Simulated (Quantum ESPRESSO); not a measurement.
# Rh (Fm-3m) in Quantum ESPRESSO: equation of state, part 2 of 2

Quantum ESPRESSO 7.5. The steps go on from the part before.

### Step 3. Single point, PBE, 13.12 Å³/atom

Input file pw.in:

```
&CONTROL
  calculation = 'scf'
  prefix = 'pwscf'
  outdir = './tmp'
  pseudo_dir = './pseudo'
  tprnfor = .true.
  tstress = .true.
  disk_io = 'nowf'
/
&SYSTEM
  ibrav = 0
  nat = 1
  ntyp = 1
  ecutwfc = 60
  nbnd = 15
  occupations = 'smearing'
  smearing = 'fd'
  degauss = 0.00367493
/
&ELECTRONS
  conv_thr = 2d-10
  electron_maxstep = 120
  mixing_beta = 0.5
/
ATOMIC_SPECIES
Rh   102.9055 Rh_ONCV_PBE-1.0.oncvpsp.upf
CELL_PARAMETERS angstrom
   0.0000000000    1.8722002341    1.8722002341
   1.8722002341    0.0000000000    1.8722002341
   1.8722002341    1.8722002341    0.0000000000
ATOMIC_POSITIONS crystal
Rh     0.0000000000    0.0000000000    0.0000000000
K_POINTS automatic
12 12 12 0 0 0
```

Potentials or basis: SSSP 1.3 efficiency PBE.

Command:

```sh
OMP_NUM_THREADS=1 pw.x -in pw.in > pw.out
```

pw.out:

```text
This program is part of the open-source Quantum ESPRESSO suite
     for quantum simulation of materials; please cite
         "P. Giannozzi et al., J. Phys.:Condens. Matter 21 395502 (2009);
         "P. Giannozzi et al., J. Phys.:Condens. Matter 29 465901 (2017);
         "P. Giannozzi et al., J. Chem. Phys. 152 154105 (2020);
     in publications or presentations arising from this work. More details at

     Message from routine setup:
     using ibrav=0 with symmetry is DISCOURAGED, use correct ibrav instead

     Subspace diagonalization in iterative solution of the eigenvalue problem:
     a serial algorithm will be used

     G-vector sticks info
     --------------------
     sticks:   dense  smooth     PW     G-vecs:    dense   smooth      PW
     Sum         421     421    139                 5601     5601    1067

     Using Slab Decomposition

     bravais-lattice index     =            0
     lattice parameter (alat)  =       5.0034  a.u.
     unit-cell volume          =      88.5694 (a.u.)^3
     number of atoms/cell      =            1
     number of atomic types    =            1
     number of electrons       =        17.00
     number of Kohn-Sham states=           15
     kinetic-energy cutoff     =      60.0000  Ry
     charge density cutoff     =     240.0000  Ry
     scf convergence threshold =      2.0E-10
     mixing beta               =       0.5000
     number of iterations used =            8  plain     mixing
     Exchange-correlation= PBE
                           (   1   4   3   4   0   0   0)
[... 43 lines left out ...]
        k(    6) = (   0.2946278   0.2946278  -0.2946278), wk =   0.0092593
[... 64 lines left out ...]
        k(   71) = (  -0.7071068   0.2357023   0.0000000), wk =   0.0138889
        k(   72) = (  -0.7071068   0.3535534   0.0000000), wk =   0.0069444

     Dense  grid:     5601 G-vectors     FFT dimensions: (  25,  25,  25)

     Initial potential from superposition of free atoms

     starting charge      16.9996, renormalised to      17.0000
     Starting wfcs are   10 randomized atomic wfcs +    5 random wfcs

     Self-consistent Calculation

     iteration #  1     ecut=    60.00 Ry     beta= 0.50
     Davidson diagonalization with overlap
     ethr =  1.00E-02,  avg # of iterations =  4.2

     Threshold (ethr) on eigenvalues was too large:
     Diagonalizing with lowered threshold

     Davidson diagonalization with overlap
     ethr =  2.89E-05,  avg # of iterations =  3.1

     total energy              =    -216.92248865 Ry
     estimated scf accuracy    <       0.00511381 Ry
[... 36 lines left out ...]
     iteration #  7     ecut=    60.00 Ry     beta= 0.50
     Davidson diagonalization with overlap
     ethr =  1.64E-12,  avg # of iterations =  2.0

     End of self-consistent calculation

          k = 0.0000 0.0000 0.0000 (   725 PWs)   bands (ev):

   -54.3878 -21.7898 -21.7898 -21.7898  16.4275  21.3639  21.3639  21.3639
    23.6096  23.6096  41.0835  46.7975  46.7975  46.7975  52.3317
[... 353 lines left out ...]
   -54.2051 -22.3528 -22.3528 -22.1127  19.3045  20.6137  20.6137  23.3778
    25.7321  34.7193  34.7193  36.5077  37.8164  51.3667  51.3667

     the Fermi energy is    24.6981 ev

!    total energy              =    -216.92338322 Ry
     estimated scf accuracy    <          9.1E-12 Ry
     smearing contrib. (-TS)   =      -0.00057501 Ry
     internal energy E=F+TS    =    -216.92280821 Ry

     The total energy is F=E-TS. E is the sum of the following terms:
     one-electron contribution =     -40.39032138 Ry
     hartree contribution      =      32.74755143 Ry
     xc contribution           =     -22.02092597 Ry
     ewald contribution        =    -187.25911230 Ry

     convergence has been achieved in   7 iterations

     Forces acting on atoms (cartesian axes, Ry/au):

     atom    1 type  1   force =     0.00000000    0.00000000    0.00000000

     Total force =     0.000000     Total SCF correction =     0.000000

     Computing stress (Cartesian axis) and pressure

          total   stress  (Ry/bohr**3)                   (kbar)     P=      201.35
   0.00136876  -0.00000000   0.00000000          201.35       -0.00        0.00
   0.00000000   0.00136876  -0.00000000            0.00      201.35       -0.00
  -0.00000000  -0.00000000   0.00136876           -0.00       -0.00      201.35

=------------------------------------------------------------------------------=
   JOB DONE.
=------------------------------------------------------------------------------=
```

Run time: 4.6 s. Hardware: 1 thread of Intel Xeon 6975P-C (Granite Rapids), shared host; peak memory 0.06 GiB.

What came out:

```yaml
Free_energy: -2951.3930 eV
Pressure: 20.1 GPa
Band_gap_on_the_k_mesh: none (metal or under the smearing width)
```

### Step 4. Single point, PBE, 13.40 Å³/atom

Changes to pw.in since step 3:

```diff
@@ -27,5 +27,5 @@
 CELL_PARAMETERS angstrom
-   0.0000000000    1.8722002341    1.8722002341
-   1.8722002341    0.0000000000    1.8722002341
-   1.8722002341    1.8722002341    0.0000000000
+   0.0000000000    1.8851123679    1.8851123679
+   1.8851123679    0.0000000000    1.8851123679
+   1.8851123679    1.8851123679    0.0000000000
 ATOMIC_POSITIONS crystal
```

Command:

```sh
OMP_NUM_THREADS=1 pw.x -in pw.in > pw.out
```

Wall time 4.5 s (1 thread of Intel Xeon 6975P-C (Granite Rapids), shared host); peak memory 0.06 GiB.

Results (log left out):

```yaml
Free_energy: -2951.4225 eV
Pressure: 13.1 GPa
Band_gap_on_the_k_mesh: none (metal or under the smearing width)
```

### Step 5. Single point, PBE, 13.67 Å³/atom

Changes to pw.in since step 4:

```diff
@@ -27,5 +27,5 @@
 CELL_PARAMETERS angstrom
-   0.0000000000    1.8851123679    1.8851123679
-   1.8851123679    0.0000000000    1.8851123679
-   1.8851123679    1.8851123679    0.0000000000
+   0.0000000000    1.8978500000    1.8978500000
+   1.8978500000    0.0000000000    1.8978500000
+   1.8978500000    1.8978500000    0.0000000000
 ATOMIC_POSITIONS crystal
```

Command:

```sh
OMP_NUM_THREADS=1 pw.x -in pw.in > pw.out
```

It took 4.6 s on 1 thread of Intel Xeon 6975P-C (Granite Rapids), shared host; peak memory 0.06 GiB.

It converged, with:

- Free energy: -2951.4406 eV
- Pressure: 6.8 GPa
- Band gap on the k mesh: none (metal or under the smearing width)

### Step 6. Single point, PBE, 13.94 Å³/atom

Changes to pw.in since step 5:

```diff
@@ -27,5 +27,5 @@
 CELL_PARAMETERS angstrom
-   0.0000000000    1.8978500000    1.8978500000
-   1.8978500000    0.0000000000    1.8978500000
-   1.8978500000    1.8978500000    0.0000000000
+   0.0000000000    1.9104189093    1.9104189093
+   1.9104189093    0.0000000000    1.9104189093
+   1.9104189093    1.9104189093    0.0000000000
 ATOMIC_POSITIONS crystal
```

Potentials or basis: SSSP 1.3 efficiency PBE.

Command:

```sh
OMP_NUM_THREADS=1 pw.x -in pw.in > pw.out
```

It took 4.7 s on 1 thread of Intel Xeon 6975P-C (Granite Rapids), shared host; peak memory 0.06 GiB.

It converged, with:

```
Free energy            : -2951.4486 eV
Pressure               : 1.3 GPa
Band gap on the k mesh : none (metal or under the smearing width)
```

### Step 7. Single point, PBE, 14.22 Å³/atom

Changes to pw.in since step 6:

```diff
@@ -27,5 +27,5 @@
 CELL_PARAMETERS angstrom
-   0.0000000000    1.9104189093    1.9104189093
-   1.9104189093    0.0000000000    1.9104189093
-   1.9104189093    1.9104189093    0.0000000000
+   0.0000000000    1.9228245745    1.9228245745
+   1.9228245745    0.0000000000    1.9228245745
+   1.9228245745    1.9228245745    0.0000000000
 ATOMIC_POSITIONS crystal
```

Command:

```sh
OMP_NUM_THREADS=1 pw.x -in pw.in > pw.out
```

Wall time 4.6 s (1 thread of Intel Xeon 6975P-C (Granite Rapids), shared host); peak memory 0.06 GiB.

The run converged. Its results:

- Free energy: -2951.4476 eV
- Pressure: -3.6 GPa
- Band gap on the k mesh: none (metal or under the smearing width)

### Step 8. Single point, PBE, 14.49 Å³/atom

Changes to pw.in since step 7:

```diff
@@ -27,5 +27,5 @@
 CELL_PARAMETERS angstrom
-   0.0000000000    1.9228245745    1.9228245745
-   1.9228245745    0.0000000000    1.9228245745
-   1.9228245745    1.9228245745    0.0000000000
+   0.0000000000    1.9350721950    1.9350721950
+   1.9350721950    0.0000000000    1.9350721950
+   1.9350721950    1.9350721950    0.0000000000
 ATOMIC_POSITIONS crystal
```

Command:

```sh
OMP_NUM_THREADS=1 pw.x -in pw.in > pw.out
```

It took 4.7 s on 1 thread of Intel Xeon 6975P-C (Granite Rapids), shared host; peak memory 0.06 GiB.

It converged, with:

* Free energy: -2951.4387 eV
* Pressure: -8.0 GPa
* Band gap on the k mesh: none (metal or under the smearing width)

### Step 9. Equation of state, PBE

Potentials or basis: SSSP 1.3 efficiency PBE.

No new run: the results of the series are fitted here.

Results:

| Quantity | Value |
| --- | --- |
| Equilibrium volume | 14.05 Å³/atom |
| Bulk modulus | 257 GPa |
| Pressure derivative of the bulk modulus | 5.1 |

Energy against volume, from the lowest point:
```csv
volume (Å³/atom),energy (meV/atom)
12.851,97.81
13.125,55.57
13.398,26.09
13.671,7.99
13.945,0.00
14.218,0.95
14.492,9.82
```

PBE usually gives volumes a little too large and moduli too small.

### Step 10. How close it comes

Step 9. Measured bulk modulus of Rh: 264 GPa (quoted in “Thermal equation of state of rhodium characterized by XRD in a resistively heated diamond anvil cell”, 2024, pmc:11535440). This calculation gives 257 GPa (-2.6 %). The fit is for a static lattice scaled at fixed shape and fixed fractional positions.
